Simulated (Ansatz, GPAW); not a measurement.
## AlNi3: programs and potentials compared

```
Ni Al
1.0
     0.00000    2.80189    2.80189
     2.80189    0.00000    2.80189
     2.80189    2.80189    0.00000
Ni Al
3 1
Direct
  0.75000 0.75000 0.75000
  0.00000 0.00000 0.00000
  0.25000 0.25000 0.25000
  0.50000 0.50000 0.50000
```

The cell comes from a database or a generator and needn't be the stable form of this composition.

Alike in all runs: task single point; functional PBEsol; k mesh 8 × 8 × 8; occupations fermi-dirac, width 0.05 eV; collinear spin, ferromagnetic start; no spin-orbit coupling. Pressure is positive in compression and, in plane waves, holds the error of the finite cutoff, which Ansatz's Pulay term estimates and takes out.

| program and potentials | plane-wave cutoff (eV) | notes | band gap (eV) | pressure (GPa) | net moment per atom (μB) |
| --- | --- | --- | --- | --- | --- |
| Ansatz, Ansatz PAW | 420 | potentials made for PBE, which Ansatz adapts in part; 14.25 valence electrons an atom on average | ? | ? | ? |
| GPAW, PAW data sets generated for this functional | 600 | 12.75 valence electrons an atom on average; this data set often lies off other programs | no gap | 1.44 | 0.00 |
| Ansatz, all-electron LAPW, scalar-relativistic | - | - | no gap | -0.76 | 0.00 |

Problem. Estimate from the other rows what the run with Ansatz, Ansatz PAW gave.

Solution. No band gap; pressure -0.72 GPa; net moment per atom 0.00 μB. Its pressure holds a Pulay term of +0.06 GPa. The other rows, which needn't bracket it: pressure -0.76 to 1.44; net moment per atom 0.00.
